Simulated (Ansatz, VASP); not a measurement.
# Li in VASP and in Ansatz

INCAR

```
PREC     = Accurate       # precision mode
ENCUT    = 600            # plane-wave cutoff, eV
EDIFF    = 1E-6           # SCF threshold, eV
ISMEAR   = -1             # smearing method
SIGMA    = 0.1            # smearing width, eV
LREAL    = F              # projectors in reciprocal space
LASPH    = T              # aspherical terms in the spheres
NELM     = 80             # most SCF steps
ALGO     = Normal         # electronic algorithm
ISIF     = 4              # what is computed and relaxed
LWAVE    = F              # write WAVECAR
LCHARG   = F              # write CHGCAR
GGA      = PE             # functional
IBRION   = 2              # ionic algorithm
NSW      = 50             # ionic steps
EDIFFG   = -0.005         # ionic threshold
```

File KPOINTS:

```
Automatic mesh
0
Gamma
  14 14 8
```

Contents of POSCAR:

```
Li
1.0
    2.5506521898      0.0000000000      0.0000000000
   -1.2753260949      2.2089295926      0.0000000000
    0.0000000000      0.0000000000      4.1695558736
Li
2
Direct
    0.3333333333      0.6666666667      0.2500000000
    0.6666666667      0.3333333333      0.7500000000
```

Input for Ansatz:

```yaml
crystal:
  lattice:
    - [2.5506521898, 0.0, 0.0]
    - [-1.2753260949, 2.2089295926, 0.0]
    - [0.0, 0.0, 4.1695558736]
  atoms:
    - { symbol: Li, position: [0.3333333333, 0.6666666667, 0.25] }
    - { symbol: Li, position: [0.6666666667, 0.3333333333, 0.75] }
kpoints:
  mp_grid: { grid: [14, 14, 8] }
scf:
  occupations: { method: fermi_dirac, width: 0.1 }
hamiltonian:
  xc: pbe
  pseudopotentials: { kind: paw }
output:
  forces: true
  stress: true
relax:
  f_tol: 0.005
  max_steps: 30
  cell: { stress_tol: 0.38, fix: [volume] }
```

Alike in both runs: task relaxation of shape and atoms at fixed volume; functional PBE; k mesh 14 × 14 × 8; occupations fermi-dirac, width 0.1 eV; no spin polarisation.

|  | VASP | Ansatz |
| --- | --- | --- |
| version | VASP 6.6.1 | Ansatz 0.2.0 |
| potentials or method | VASP PAW PBE potentials, release 64 (Li_sv) | PAW with Ansatz's default frozen-core files, scalar-relativistic |
| plane-wave cutoff (eV) | 600 | 420 |
| valence electrons in the cell | 6 | 6 |

|  | VASP | Ansatz | Ansatz less VASP |
| --- | --- | --- | --- |
| relaxed volume (Å³/atom) | 11.75 | 11.75 | 0.000 |
| relaxed cell length with the largest relative difference (Å) | 4.171 | 4.170 | -0.0013 |

Caveats: the cutoff is under 1.25 times the usual one of these potentials, so pressure, stress and relaxed cells hold a basis-set (Pulay) error (VASP).
